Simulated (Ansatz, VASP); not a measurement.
## Cs2AgBiBr6: VASP beside Ansatz

INCAR

```
PREC = Accurate
ENCUT = 600
EDIFF = 1E-7
ISMEAR = -1
SIGMA = 0.05
LREAL = F
LASPH = T
NELM = 80
ALGO = Normal
ISIF = 3
LWAVE = F
LCHARG = F
GGA = PS
IBRION = 2
NSW = 60
EDIFFG = -0.02
```

Contents of KPOINTS:

```
regular mesh
0
Gamma
  3 3 3
```

POSCAR

```
Cs2AgBiBr6
1.0
    0.0000000000      5.6161000000      5.6161000000
    5.6161000000      0.0000000000      5.6161000000
    5.6161000000      5.6161000000      0.0000000000
Bi Cs Ag Br
1 2 1 6
Direct
    0.0000000000      0.0000000000      0.0000000000
    0.7500000000      0.7500000000      0.7500000000
    0.2500000000      0.2500000000      0.2500000000
    0.5000000000      0.5000000000      0.5000000000
    0.7494500000      0.7494500000      0.2505500000
    0.2505500000      0.2505500000      0.7494500000
    0.7494500000      0.2505500000      0.2505500000
    0.7494500000      0.2505500000      0.7494500000
    0.2505500000      0.7494500000      0.7494500000
    0.2505500000      0.7494500000      0.2505500000
```

Contents of input.yaml:

```yaml
crystal:
  lattice:
    - [0.0, 5.6161, 5.6161]
    - [5.6161, 0.0, 5.6161]
    - [5.6161, 5.6161, 0.0]
  atoms:
    - { symbol: Bi, position: [0.0, 0.0, 0.0] }
    - { symbol: Cs, position: [0.75, 0.75, 0.75] }
    - { symbol: Cs, position: [0.25, 0.25, 0.25] }
    - { symbol: Ag, position: [0.5, 0.5, 0.5] }
    - { symbol: Br, position: [0.74945, 0.74945, 0.25055] }
    - { symbol: Br, position: [0.25055, 0.25055, 0.74945] }
    - { symbol: Br, position: [0.74945, 0.25055, 0.25055] }
    - { symbol: Br, position: [0.74945, 0.25055, 0.74945] }
    - { symbol: Br, position: [0.25055, 0.74945, 0.74945] }
    - { symbol: Br, position: [0.25055, 0.74945, 0.25055] }
hamiltonian:
  xc: pbesol
  pseudopotentials: { kind: paw }
kpoints:
  mp_grid: { grid: [3, 3, 3] }
scf:
  occupations: { method: fermi_dirac, width: 0.05 }
output:
  forces: true
  stress: true
  eigenvalues: true
relax:
  f_tol: 0.01
  max_steps: 40
  cell: { stress_tol: 0.05 }
```

Alike in both runs: task relaxation of cell and atoms; functional PBEsol; k mesh 3 × 3 × 3; occupations fermi-dirac, width 0.05 eV; no spin polarisation.

|  | VASP | Ansatz |
| --- | --- | --- |
| version | VASP 6.6.1 | Ansatz 0.2.0 |
| potentials or method | VASP PAW PBE potentials, release 64 (Bi_d, Cs_sv, Ag, Br) | Ansatz PAW |
| plane-wave cutoff (eV) | 600 | 420 |
| valence electrons in the cell | 86 | 94 |

|  | VASP | Ansatz | Ansatz less VASP |
| --- | --- | --- | --- |
| gap on the k mesh at the Fermi level, each at its own relaxed structure (eV) | 1.75 | 1.75 | -0.001 |
| relaxed volume (Å³/atom) | 35.00 | 35.00 | +0.002 |
| relaxed cell length with the largest relative difference (Å) | 7.910 | 7.911 | +0.0002 |
| energy change over the relaxation (meV/atom) | -4 | -3 | +0.1 |

The two sets of potentials don't hold the same shells in valence.

Caveats: spin-orbit coupling is left out, which as a rule narrows the gap of such compounds by several tenths of an eV; the PAW data sets were made with another functional, which shifts forces and pressure a little (VASP); an odd mesh through Γ misses points on the zone boundary, where band edges often lie (VASP); odd divisions of the mesh miss points on the zone boundary, where band edges often lie, so the gap on the mesh can be too wide (Ansatz); the plane-wave basis is chosen anew once the cell has moved, so the energies of steps on either side of that aren't comparable (Ansatz); the PAW data sets come from PBE, with cores solved anew for the run's functional, which leaves a small shift of forces and pressure (Ansatz).
